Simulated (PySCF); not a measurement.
C7H8O.
Cartesian coordinates in Å at the PBE0-D3(BJ)/def2-TZVP level; atoms count from 1:
```xyz
16
C7H8O angstrom
O     -2.6168   -1.0011   -0.6527
C     -2.0267   -0.1746    0.3257
C     -0.5389   -0.0153    0.1672
C      0.2451   -1.0839   -0.2572
C      1.6182   -0.9424   -0.3830
C      2.2265    0.2677   -0.0800
C      1.4523    1.3376    0.3432
C      0.0777    1.1956    0.4606
H     -2.3858   -0.6484   -1.5167
H     -2.4975    0.8174    0.3487
H     -2.2497   -0.6554    1.2830
H     -0.2340   -2.0272   -0.4941
H      2.2178   -1.7820   -0.7159
H      3.3002    0.3777   -0.1785
H      1.9189    2.2884    0.5740
H     -0.5274    2.0384    0.7806
```

The closed-shell ground state was solved at several levels (PySCF, density fitting, gas phase, non-relativistic). Isolated species at its PBE0-D3(BJ)/def2-TZVP geometry (one conformer only).

```json
{"level": "KT3/pcSseg-2", "basis functions": "400", "HOMO (eV)": "-6.11", "LUMO (eV)": "-1.25", "gap (eV)": "4.86", "dipole (D)": "1.38"}
{"level": "B97-2/pcSseg-2", "basis functions": "400", "HOMO (eV)": "-6.91", "LUMO (eV)": "-0.44", "gap (eV)": "6.47", "dipole (D)": "1.47"}
{"level": "PBE0/pcSseg-2", "basis functions": "400", "HOMO (eV)": "-7.16", "LUMO (eV)": "-0.41", "gap (eV)": "6.75", "dipole (D)": "1.48"}
```

Q: Estimate the row for wB97X-D/pcSseg-2, a basis of 400 functions; the other rows only guide the guess.

A: HOMO -8.92 eV, LUMO 1.33 eV, gap 10.25 eV, dipole 1.51 D.

Q: Over all these levels, which gives the widest orbital gap and which the narrowest?

A: wB97X-D/pcSseg-2 (range-separated hybrid) has the widest, 10.25 eV, and KT3/pcSseg-2 (GGA) the narrowest, 4.86 eV. From the narrowest to the widest the HOMO moves by -2.81 eV and the LUMO by +2.58 eV.

Q: In the pcSseg-2 basis, how does the gap go with the fixed share of exact exchange?

A: KT3 (0 %) 4.86 eV; B97-2 (21 %) 6.47 eV; PBE0 (25 %) 6.75 eV. Each rise in the share widens the gap here.

Q: How far do the dipole and the HOMO energy spread over the levels?

A: The dipole runs from 1.38 to 1.51 D (mean 1.46 D) and the HOMO from -8.92 to -6.11 eV.
